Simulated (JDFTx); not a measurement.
# BAs (F-43m) in JDFTx: reference runs

How does BAs come out in PBEsol? The cell is run as given, and energy against volume gives the equilibrium volume and stiffness.

All numbers are computed with JDFTx 1.7.0 (patched build); they aren't measurements. Logs are shortened: lines on timing, memory, paths and dates and some standing lists are left out, and cuts for length are marked. The log counts tension as positive stress, the text compression.

**What was measured.**

From “Basic Physical Properties of Cubic Boron Arsenide”, 2019, arxiv:1911.11281, for a bulk crystal of BAs: bulk modulus 148 GPa.

How close the calculation comes is told below.

### Step 1. Starting point

The structure is cubic, space group F-43m (No. 216). The conventional cell has a = 4.777 Å, b = 4.777 Å, c = 4.777 Å, α = 90.00°, β = 90.00°, γ = 90.00°. As (site symmetry -43m) is surrounded by 4 B at 2.07 Å. B (site symmetry -43m) has 4 As at 2.07 Å as nearest neighbours.

### Step 2. Single point, PBEsol

BAs.in reads:

```
lattice \
    0.0000000000     4.5136108487     4.5136108487 \
    4.5136108487     0.0000000000     4.5136108487 \
    4.5136108487     4.5136108487     0.0000000000
coords-type Lattice
ion As     0.7500000000     0.7500000000     0.7500000000 1
ion B      0.0000000000     0.0000000000     0.0000000000 1

ion-species pseudo/As.upf
ion-species pseudo/B.upf
elec-cutoff 42 336
elec-ex-corr gga-PBEsol
kpoint-folding 10 10 10
elec-smearing Fermi 0.0018374661
elec-n-bands 15
electronic-SCF nIterations 100 energyDiffThreshold 1e-09
electronic-minimize nIterations 30 energyDiffThreshold 1e-7
converge-empty-states yes
forces-output-coords Cartesian

dump-name run.$VAR
dump End Ecomponents EigStats BandEigs Kpoints Forces Stress ElecDensity Dtot KEdensity
```

Potentials or basis: PseudoDojo-SR-PBEsol-0.4.1-standard with smoothed tails.

On the command line:

```bash
jdftx -c 1 -i BAs.in -o BAs.out
```

The program printed:

```text
*************** JDFTx 1.7.0 (patched build) ***************

Input parsed successfully to the following command list (including defaults):
[... the input with its defaults ...]

---------- Setting up symmetries ----------

Found 48 point-group symmetries of the bravais lattice
Found 24 space-group symmetries with basis
Applied RMS atom displacement 0 bohrs to make symmetries exact.

---------- Initializing the Grid ----------
R =
[            0      4.51361      4.51361  ]
[      4.51361            0      4.51361  ]
[      4.51361      4.51361            0  ]
unit cell volume = 183.909
G =
[  -0.696026   0.696026   0.696026  ]
[   0.696026  -0.696026   0.696026  ]
[   0.696026   0.696026  -0.696026  ]
Minimum fftbox size, Smin = [  56  56  56  ]
Chosen fftbox size, S = [  56  56  56  ]

---------- Initializing tighter grid for wavefunction operations ----------
R =
[            0      4.51361      4.51361  ]
[      4.51361            0      4.51361  ]
[      4.51361      4.51361            0  ]
unit cell volume = 183.909
G =
[  -0.696026   0.696026   0.696026  ]
[   0.696026  -0.696026   0.696026  ]
[   0.696026   0.696026  -0.696026  ]
Minimum fftbox size, Smin = [  40  40  40  ]
Chosen fftbox size, S = [  40  40  40  ]

---------- Exchange Correlation functional ----------
Initalized PBEsol GGA exchange.
Initalized PBEsol GGA correlation.

---------- Setting up pseudopotentials ----------
Width of ionic core gaussian charges (only for fluid interactions / plotting) set to 0

Reading pseudopotential file 'pseudo/As.upf':
  'As' pseudopotential, 'PBESOL' functional
  Generated using ONCVPSP code by D. R. Hamann
  15 valence electrons, 3 orbitals, 6 projectors, 1001 radial grid points, with lMax = 2
    3D    l: 2   occupation: 10.0   eigenvalue: -1.493596
    4S    l: 0   occupation:  2.0   eigenvalue: -0.532985
    4P    l: 1   occupation:  3.0   eigenvalue: -0.190970
  Core radius for overlap checks: 1.74 bohrs.

Reading pseudopotential file 'pseudo/B.upf':
  'B' pseudopotential, 'PBESOL' functional
  Generated using ONCVPSP code by D. R. Hamann
  3 valence electrons, 2 orbitals, 4 projectors, 1001 radial grid points, with lMax = 1
    2S    l: 0   occupation:  2.0   eigenvalue: -0.344017
    2P    l: 1   occupation:  1.0   eigenvalue: -0.130657
  Core radius for overlap checks: 1.18 bohrs.

Initialized 2 species with 2 total atoms.

Folded 1 k-points by 10x10x10 to 1000 k-points.

---------- Setting up k-points, bands, fillings ----------
Adding inversion symmetry to k-mesh for non-inversion-symmetric unit cell.
Reduced to 47 k-points under symmetry.
Computing the number of bands and number of electrons
Calculating initial fillings.
nElectrons:  18.000000   nBands: 15   nStates: 47

----- Setting up reduced wavefunction bases (one per k-point) -----
average nbasis = 2392.167 , ideal nbasis = 2390.949

---------- Setting up ewald sum ----------
Optimum gaussian width for ewald sums = 2.050004 bohr.
Real space sum over 1331 unit cells with max indices [  5  5  5  ]
Reciprocal space sum over 2197 terms with max indices [  6  6  6  ]

---------- Allocating electronic variables ----------
Initializing wave functions:  linear combination of atomic orbitals
Note: number of bands (15) exceeds available atomic orbitals (13)
As pseudo-atom occupations:   s ( 2 )  p ( 3 )  d ( 10 )
B pseudo-atom occupations:   s ( 2 )  p ( 1 )
	FillingsUpdate:  mu: +0.460672070  nElectrons: 18.000000
LCAOMinimize: Iter:   0  F: -98.7550353239956422  |grad|_K:  2.785e-03  alpha:  1.000e+00
	FillingsUpdate:  mu: +0.452835895  nElectrons: 18.000000
LCAOMinimize: Iter:   1  F: -98.7727031614353734  |grad|_K:  1.109e-04  alpha:  4.490e-01  linmin:  3.067e-01  cgtest: -7.615e-01
	FillingsUpdate:  mu: +0.452546650  nElectrons: 18.000000
[... 5 lines of inner loops ...]
LCAOMinimize: Iter:   4  F: -98.7727437981879604  |grad|_K:  5.023e-08  alpha:  9.857e-01  linmin:  1.048e-05  cgtest: -1.903e-04
	FillingsUpdate:  mu: +0.452865619  nElectrons: 18.000000
LCAOMinimize: Iter:   5  F: -98.7727437981942273  |grad|_K:  9.123e-09  alpha:  4.719e-01  linmin:  3.111e-03  cgtest: -8.738e-03
LCAOMinimize: Converged (|Delta F|<1.000000e-06 for 2 iters).

-------- Electronic minimization -----------
Will mix electronic density at each iteration.
	FillingsUpdate:  mu: +0.452865619  nElectrons: 18.000000
	FillingsUpdate:  mu: +0.425756867  nElectrons: 18.000000
SCF: Cycle:  0   F: -98.818888375697071   dF: -4.614e-02   |Residual|: 4.846e-02   |deigs|: 1.926e-01
	FillingsUpdate:  mu: +0.428811430  nElectrons: 18.000000
SCF: Cycle:  1   F: -98.820124116354123   dF: -1.236e-03   |Residual|: 2.680e-02   |deigs|: 7.752e-03
	FillingsUpdate:  mu: +0.432803663  nElectrons: 18.000000
SCF: Cycle:  2   F: -98.820338514136836   dF: -2.144e-04   |Residual|: 2.910e-03   |deigs|: 6.722e-03
	FillingsUpdate:  mu: +0.432892559  nElectrons: 18.000000
SCF: Cycle:  3   F: -98.820343528755188   dF: -5.015e-06   |Residual|: 1.480e-03   |deigs|: 4.457e-04
	FillingsUpdate:  mu: +0.433131831  nElectrons: 18.000000
SCF: Cycle:  4   F: -98.820344659873626   dF: -1.131e-06   |Residual|: 3.284e-04   |deigs|: 3.130e-04
	FillingsUpdate:  mu: +0.433141005  nElectrons: 18.000000
SCF: Cycle:  5   F: -98.820344990546573   dF: -3.307e-07   |Residual|: 6.952e-05   |deigs|: 1.551e-04
	FillingsUpdate:  mu: +0.433146613  nElectrons: 18.000000
SCF: Cycle:  6   F: -98.820345107949663   dF: -1.174e-07   |Residual|: 3.033e-05   |deigs|: 1.231e-04
	FillingsUpdate:  mu: +0.433149226  nElectrons: 18.000000
SCF: Cycle:  7   F: -98.820345158524688   dF: -5.058e-08   |Residual|: 1.668e-05   |deigs|: 1.768e-04
	FillingsUpdate:  mu: +0.433150038  nElectrons: 18.000000
SCF: Cycle:  8   F: -98.820345175230997   dF: -1.671e-08   |Residual|: 3.771e-06   |deigs|: 1.361e-04
	FillingsUpdate:  mu: +0.433149781  nElectrons: 18.000000
SCF: Cycle:  9   F: -98.820345182860663   dF: -7.630e-09   |Residual|: 1.634e-06   |deigs|: 1.107e-04
	FillingsUpdate:  mu: +0.433149636  nElectrons: 18.000000
SCF: Cycle: 10   F: -98.820345185549698   dF: -2.689e-09   |Residual|: 1.295e-06   |deigs|: 6.879e-05
	FillingsUpdate:  mu: +0.433149554  nElectrons: 18.000000
SCF: Cycle: 11   F: -98.820345187016486   dF: -1.467e-09   |Residual|: 7.778e-07   |deigs|: 5.158e-05
	FillingsUpdate:  mu: +0.433149550  nElectrons: 18.000000
SCF: Cycle: 12   F: -98.820345187342738   dF: -3.263e-10   |Residual|: 2.608e-07   |deigs|: 3.185e-05
	FillingsUpdate:  mu: +0.433149544  nElectrons: 18.000000
SCF: Cycle: 13   F: -98.820345187503762   dF: -1.610e-10   |Residual|: 4.012e-07   |deigs|: 5.944e-05
SCF: Converged (|Delta E|<1.000000e-09 for 2 iters).

Setting wave functions to eigenvectors of Hamiltonian
Converging empty states (this may take a while): |deigs|: 1.776e-04

# Stress tensor in Cartesian coordinates [Eh/a0^3]:
[  2.45059e-05            0            0  ]
[            0  2.45059e-05            0  ]
[            0            0  2.45059e-05  ]

# Ionic positions in lattice coordinates:
ion As   0.750000000000000   0.750000000000000   0.750000000000000 1
ion B   0.000000000000000   0.000000000000000   0.000000000000000 1

# Forces in Cartesian coordinates:
force As  -0.000000000000000   0.000000000000000  -0.000000000000000 1
force B  -0.000000000000000  -0.000000000000000  -0.000000000000000 1

# Energy components:
   Eewald =      -63.4210613756695025
       EH =       30.4666586851966024
     Eloc =      -77.1797107564262461
      Enl =      -52.2143263288466031
      Exc =      -24.7519218904399985
 Exc_core =       10.0522040257146763
       KE =       78.2278124596968354
-------------------------------------
     Etot =      -98.8203451807742539
       TS =        0.0000000067295092
-------------------------------------
        F =      -98.8203451875037615

IonicMinimize: Iter:   0  F: -98.820345187503762  |grad|_K:       -nan
IonicMinimize: None of the convergence criteria satisfied after 0 iterations.

#--- Lowdin population analysis ---
# oxidation-state As +0.668
# oxidation-state B -0.632

Dumping 'run.eigStats' ...
	eMin: -0.905637 at state 30 ( [ +0.000000 +0.500000 +0.500000 ] spin 0 )
	HOMO: +0.413659 at state 0 ( [ +0.000000 +0.000000 +0.000000 ] spin 0 )
	mu  : +0.433150
	LUMO: +0.453910 at state 27 ( [ +0.000000 +0.400000 +0.400000 ] spin 0 )
	eMax: +1.043857 at state 30 ( [ +0.000000 +0.500000 +0.500000 ] spin 0 )
	HOMO-LUMO gap: +0.040250
	Optical gap  : +0.119622 at state 0 ( [ +0.000000 +0.000000 +0.000000 ] spin 0 )
Done!
[note: mu as printed may lie anywhere between the filled and the empty levels]
```

Wall time 41 s (1 thread of AMD EPYC 9R45 (Zen 5), shared host); peak memory 0.12 GiB.

What came out:

```yaml
Free_energy: -2689.0386 eV
Pressure: -0.7 GPa
Band_gap_on_the_k_mesh: 1.10 eV, indirect (least direct gap 3.26 eV)
Loewdin_charges: As +0.67; B -0.63 e
```

### Step 3. Equation of state, PBEsol, 12.81 Å³/atom (volume scaled by 0.94)

BAs.in, as its differences from that of step 2:

```diff
@@ -1,5 +1,5 @@
 lattice \
-    0.0000000000     4.5136108487     4.5136108487 \
-    4.5136108487     0.0000000000     4.5136108487 \
-    4.5136108487     4.5136108487     0.0000000000
+    0.0000000000     4.4214704876     4.4214704876 \
+    4.4214704876     0.0000000000     4.4214704876 \
+    4.4214704876     4.4214704876     0.0000000000
 coords-type Lattice
@@ -17,3 +17,2 @@
 electronic-minimize nIterations 30 energyDiffThreshold 1e-7
-converge-empty-states yes
 forces-output-coords Cartesian
```

Potentials or basis: PseudoDojo-SR-PBEsol-0.4.1-standard with smoothed tails.

On the command line:

```bash
jdftx -c 1 -i BAs.in -o BAs.out
```

Wall time 37 s (1 thread of AMD EPYC 9R45 (Zen 5), shared host); peak memory 0.12 GiB.

It converged, with:

```
Free energy            : -2688.9991 eV
Pressure               : 8.9 GPa
Band gap on the k mesh : 1.03 eV, indirect (least direct gap 3.34 eV)
Loewdin charges        : As +0.71; B -0.68 e
```

### Step 4. Equation of state, PBEsol, 13.08 Å³/atom (volume scaled by 0.96)

BAs.in, as its differences from that of step 3:

```diff
@@ -1,5 +1,5 @@
 lattice \
-    0.0000000000     4.4214704876     4.4214704876 \
-    4.4214704876     0.0000000000     4.4214704876 \
-    4.4214704876     4.4214704876     0.0000000000
+    0.0000000000     4.4526086295     4.4526086295 \
+    4.4526086295     0.0000000000     4.4526086295 \
+    4.4526086295     4.4526086295     0.0000000000
 coords-type Lattice
@@ -20,2 +20,2 @@
 dump-name run.$VAR
-dump End Ecomponents EigStats BandEigs Kpoints Forces Stress ElecDensity Dtot KEdensity
+dump End Ecomponents EigStats BandEigs Kpoints Forces Stress
```

On the command line:

```bash
jdftx -c 1 -i BAs.in -o BAs.out
```

Run time: 36 s. Hardware: 1 thread of AMD EPYC 9R45 (Zen 5), shared host; peak memory 0.12 GiB.

It converged, with:

* Free energy: -2689.0233 eV
* Pressure: 5.4 GPa
* Band gap on the k mesh: 1.05 eV, indirect (least direct gap 3.31 eV)
* Loewdin charges: As +0.70; B -0.66 e

### Step 5. Equation of state, PBEsol, 13.35 Å³/atom (volume scaled by 0.98)

BAs.in, as its differences from that of step 4:

```diff
@@ -1,5 +1,5 @@
 lattice \
-    0.0000000000     4.4526086295     4.4526086295 \
-    4.4526086295     0.0000000000     4.4526086295 \
-    4.4526086295     4.4526086295     0.0000000000
+    0.0000000000     4.4833172456     4.4833172456 \
+    4.4833172456     0.0000000000     4.4833172456 \
+    4.4833172456     4.4833172456     0.0000000000
 coords-type Lattice
```

On the command line:

```bash
jdftx -c 1 -i BAs.in -o BAs.out
```

Run time: 33 s. Hardware: 1 thread of AMD EPYC 9R45 (Zen 5), shared host; peak memory 0.13 GiB.

It converged, with:

```
Free energy            : -2689.0361 eV
Pressure               : 2.2 GPa
Band gap on the k mesh : 1.08 eV, indirect (least direct gap 3.28 eV)
Loewdin charges        : As +0.68; B -0.65 e
```

### Step 6. Equation of state, PBEsol, 13.63 Å³/atom

BAs.in, as its differences from that of step 5:

```diff
@@ -1,5 +1,5 @@
 lattice \
-    0.0000000000     4.4833172456     4.4833172456 \
-    4.4833172456     0.0000000000     4.4833172456 \
-    4.4833172456     4.4833172456     0.0000000000
+    0.0000000000     4.5136108487     4.5136108487 \
+    4.5136108487     0.0000000000     4.5136108487 \
+    4.5136108487     4.5136108487     0.0000000000
 coords-type Lattice
```

Potentials or basis: PseudoDojo-SR-PBEsol-0.4.1-standard with smoothed tails.

On the command line:

```bash
jdftx -c 1 -i BAs.in -o BAs.out
```

It took 35 s on 1 thread of AMD EPYC 9R45 (Zen 5), shared host; peak memory 0.13 GiB.

The run converged. Its results:

* Free energy: -2689.0386 eV
* Pressure: -0.7 GPa
* Band gap on the k mesh: 1.10 eV, indirect (least direct gap 3.26 eV)
* Loewdin charges: As +0.67; B -0.63 e

### Step 7. Equation of state, PBEsol, 13.90 Å³/atom (volume scaled by 1.02)

BAs.in, as its differences from that of step 6:

```diff
@@ -1,5 +1,5 @@
 lattice \
-    0.0000000000     4.5136108487     4.5136108487 \
-    4.5136108487     0.0000000000     4.5136108487 \
-    4.5136108487     4.5136108487     0.0000000000
+    0.0000000000     4.5435031824     4.5435031824 \
+    4.5435031824     0.0000000000     4.5435031824 \
+    4.5435031824     4.5435031824     0.0000000000
 coords-type Lattice
```

On the command line:

```bash
jdftx -c 1 -i BAs.in -o BAs.out
```

It took 37 s on 1 thread of AMD EPYC 9R45 (Zen 5), shared host; peak memory 0.13 GiB.

It converged, with:

| Quantity | Value |
| --- | --- |
| Free energy | -2689.0317 eV |
| Pressure | -3.3 GPa |
| Band gap on the k mesh | 1.11 eV, indirect (least direct gap 3.23 eV) |
| Loewdin charges | As +0.65; B -0.62 e |

### Step 8. Equation of state, PBEsol, 14.17 Å³/atom (volume scaled by 1.04)

BAs.in, as its differences from that of step 7:

```diff
@@ -1,5 +1,5 @@
 lattice \
-    0.0000000000     4.5435031824     4.5435031824 \
-    4.5435031824     0.0000000000     4.5435031824 \
-    4.5435031824     4.5435031824     0.0000000000
+    0.0000000000     4.5730072765     4.5730072765 \
+    4.5730072765     0.0000000000     4.5730072765 \
+    4.5730072765     4.5730072765     0.0000000000
 coords-type Lattice
```

On the command line:

```bash
jdftx -c 1 -i BAs.in -o BAs.out
```

It took 36 s on 1 thread of AMD EPYC 9R45 (Zen 5), shared host; peak memory 0.13 GiB.

Results (log left out):

```yaml
Free_energy: -2689.0163 eV
Pressure: -5.7 GPa
Band_gap_on_the_k_mesh: 1.13 eV, indirect (least direct gap 3.21 eV)
Loewdin_charges: As +0.64; B -0.60 e
```

### Step 9. Equation of state, PBEsol, 14.44 Å³/atom (volume scaled by 1.06)

BAs.in, as its differences from that of step 8:

```diff
@@ -1,5 +1,5 @@
 lattice \
-    0.0000000000     4.5730072765     4.5730072765 \
-    4.5730072765     0.0000000000     4.5730072765 \
-    4.5730072765     4.5730072765     0.0000000000
+    0.0000000000     4.6021354968     4.6021354968 \
+    4.6021354968     0.0000000000     4.6021354968 \
+    4.6021354968     4.6021354968     0.0000000000
 coords-type Lattice
```

Potentials or basis: PseudoDojo-SR-PBEsol-0.4.1-standard with smoothed tails.

On the command line:

```bash
jdftx -c 1 -i BAs.in -o BAs.out
```

Run time: 37 s. Hardware: 1 thread of AMD EPYC 9R45 (Zen 5), shared host; peak memory 0.12 GiB.

Results (log left out):

- Free energy: -2688.9933 eV
- Pressure: -7.8 GPa
- Band gap on the k mesh: 1.15 eV, indirect (least direct gap 3.18 eV)
- Loewdin charges: As +0.63; B -0.59 e

### Step 10. Equation of state, PBEsol

Potentials or basis: PseudoDojo-SR-PBEsol-0.4.1-standard with smoothed tails.

No new run: the results of the series are fitted here.

What came out:

- Equilibrium volume: 13.56 Å³/atom
- Bulk modulus: 140 GPa
- Pressure derivative of the bulk modulus: 4.1

Energy against volume, from the lowest point:
```
volume (Å³/atom)  energy (meV/atom)
          12.809              19.76
          13.081               7.62
          13.354               1.22
          13.626               0.00
          13.899               3.46
          14.171              11.14
          14.444              22.63
```

### Step 11. Comparison with measurements

Step 10. Against the measured bulk modulus of BAs, 148 GPa (quoted in “Basic Physical Properties of Cubic Boron Arsenide”, 2019, arxiv:1911.11281), the calculated 140 GPa is off by -5.3 %. The fit is for a static lattice scaled at fixed shape and fixed fractional positions.
